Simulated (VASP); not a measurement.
Here is a VASP 6.6.1 calculation.

INCAR

```
SYSTEM = CdSiP2
  ALGO = Normal
  EDIFF = 1E-7
  EDIFFG = -0.005
  ENCUT = 600
  GGA = CA
  IBRION = 2
  ISIF = 3
  ISMEAR = 0
  KPAR = 2
  LASPH = .TRUE.
  LCHARG = .FALSE.
  LREAL = .FALSE.
  LWAVE = .FALSE.
  NELM = 80
  NSW = 90
  PREC = Accurate
  SIGMA = 0.03
```

KPOINTS

```
k-points
0
G
  8 8 8
  0 0 0
```

File POSCAR:

```
CdSiP2                                  
1.0
   -2.7973448104      2.7973448104      5.2302618229
    2.7973448104     -2.7973448104      5.2302618229
    2.7973448104      2.7973448104     -5.2302618229
  Cd              Si              P             
     2     2     4
Direct
     0.7500000000000000    0.2500000000000000    0.5000000000000000
     0.0000000000000000    0.0000000000000000    0.0000000000000000
     0.5000000000000000    0.5000000000000000    0.0000000000000000
     0.2500000000000000    0.7500000000000000    0.5000000000000000
     0.8750000000000000    0.8330699167467063    0.4580699167467064
     0.1669300832532936    0.6250000000000000    0.0419300832532937
     0.3750000000000000    0.4169300832532936    0.5419300832532937
     0.5830699167467063    0.1250000000000000    0.9580699167467063
```

Potentials or basis: VASP PAW LDA potentials, release 64 (Cd, Si, P).

Run with:

```console
$ cat potpaw_LDA.64/Cd/POTCAR potpaw_LDA.64/Si/POTCAR potpaw_LDA.64/P/POTCAR > POTCAR
$ mpirun -np 2 vasp_std > vasp.out
```

Problem. Predict the band gap on the k mesh.

Solution. 1.21 eV, direct.

Forces on the atoms (eV/Å):
```
Cd   0.000  0.000  0.000
Cd   0.000  0.000  0.000
Si   0.000  0.000  0.000
Si   0.000  0.000  0.000
P    0.003  0.000  0.000
P    0.000 -0.003  0.000
P   -0.003  0.000  0.000
P    0.000  0.003  0.000
```

Caveat: the relaxation stopped at its first step, so nothing moved. A k mesh can miss the band edges.
